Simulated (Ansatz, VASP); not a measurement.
**BaTe in VASP and in Ansatz**

```xyz
2
Lattice="0.0000 3.4100 3.4100 3.4100 0.0000 3.4100 3.4100 3.4100 0.0000" Properties=species:S:1:pos:R:3 pbc="T T T"
Ba    3.4100    3.4100    3.4100
Te    0.0000    0.0000    0.0000
```

The cell comes from a database or a generator and needn't be the stable form of this composition.

Alike in both runs: task single point; functional PBE; k mesh 8 × 8 × 8; occupations gaussian, width 0.05 eV; no spin polarisation.

|  | VASP | Ansatz |
| --- | --- | --- |
| version | VASP 6.6.1 | Ansatz 0.2.0 |
| potentials or method | VASP PAW PBE potentials, release 64 (Ba_sv, Te) | scalar-relativistic, plane waves, PAW |
| plane-wave cutoff (eV) | 520 | 420 |
| valence electrons in the cell | 16 | 26 |

|  | VASP | Ansatz | Ansatz less VASP |
| --- | --- | --- | --- |
| gap on the k mesh at the Fermi level (eV) | 1.33 | 1.43 | +0.100 |
| least direct gap on the mesh (eV) | 1.71 | 1.77 | +0.061 |
| pressure (GPa) | 4.2 | 3.8 | -0.43 |

With one functional, cell and mesh, what is left measures potentials, basis and numerics. The two sets of potentials don't hold the same shells in valence.

Caveats: spin-orbit coupling is left out, which moves the levels of the heavy elements. As with any semilocal functional, this PBE gap is likely too small. A k mesh can miss the band edges.
